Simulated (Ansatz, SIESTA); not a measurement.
SiO2: programs and potentials compared

```xyz
6
Lattice="-2.4773 2.4773 3.6557 2.4773 -2.4773 3.6557 2.4773 2.4773 -3.6557" Properties=species:S:1:pos:R:3 pbc="T T T"
Si    0.0000    2.4773    1.8278
Si    0.0000    0.0000    0.0000
O    -0.4795    3.7159    0.9139
O    -1.2386    1.9978    2.7418
O     1.2386    2.9568    2.7418
O     0.4795    1.2386    0.9139
```

The cell comes from a database or a generator and needn't be the stable form of this composition.

Alike in all runs: task band structure; functional PBEsol; k mesh 8 × 8 × 8; occupations fermi-dirac, width 0.05 eV; no spin polarisation; no spin-orbit coupling. Pressure is positive in compression and, in plane waves, holds the error of the finite cutoff, which Ansatz's Pulay term estimates and takes out. Gaps are the smaller of the mesh's and the band path's.

```json
{"program and potentials": "Ansatz, Ansatz PAW", "plane-wave cutoff (eV)": "420", "notes": "potentials made for PBE, which Ansatz adapts in part; Pulay term of +0.55 GPa included", "band gap (eV)": "5.89", "pressure (GPa)": "2.21", "largest force (eV/Å)": "0.146"}
{"program and potentials": "SIESTA, files PseudoDojo sr-pbesol-0.4.1-standard, DZP (energy shift 0.003 Ry)", "plane-wave cutoff (eV)": "-", "notes": "atomic basis", "band gap (eV)": "6.59", "pressure (GPa)": "4.32", "largest force (eV/Å)": "0.517"}
{"program and potentials": "Ansatz, all-electron LAPW, scalar-relativistic", "plane-wave cutoff (eV)": "-", "notes": "-", "band gap (eV)": "5.90", "pressure (GPa)": "2.15", "largest force (eV/Å)": "0.142"}
```

Force on atom 3 (O), eV/Å:

```csv
program and potentials,x,y,z
"Ansatz, Ansatz PAW",-0.146,0.000,0.000
"SIESTA, files PseudoDojo sr-pbesol-0.4.1-standard, DZP (energy shift 0.003 Ry)",-0.517,0.001,0.000
"Ansatz, all-electron LAPW, scalar-relativistic",-0.142,0.000,0.000
```

The band gap spans 5.89 (Ansatz, Ansatz PAW) to 6.59 eV (SIESTA, files PseudoDojo sr-pbesol-0.4.1-standard, DZP (energy shift 0.003 Ry)), with all-electron results at 5.90. The pressure spans 2.15 (Ansatz, all-electron LAPW, scalar-relativistic) to 4.32 GPa (SIESTA, files PseudoDojo sr-pbesol-0.4.1-standard, DZP (energy shift 0.003 Ry)), with all-electron results at 2.15. The paths' points differ, which is worth about 0.01 eV. Rows in atomic bases carry the error of their basis and grid, which can be large.

The functional is the same throughout but for its coding, so the spread measures potentials, basis and numerics; runs on potential files found faulty are left out.
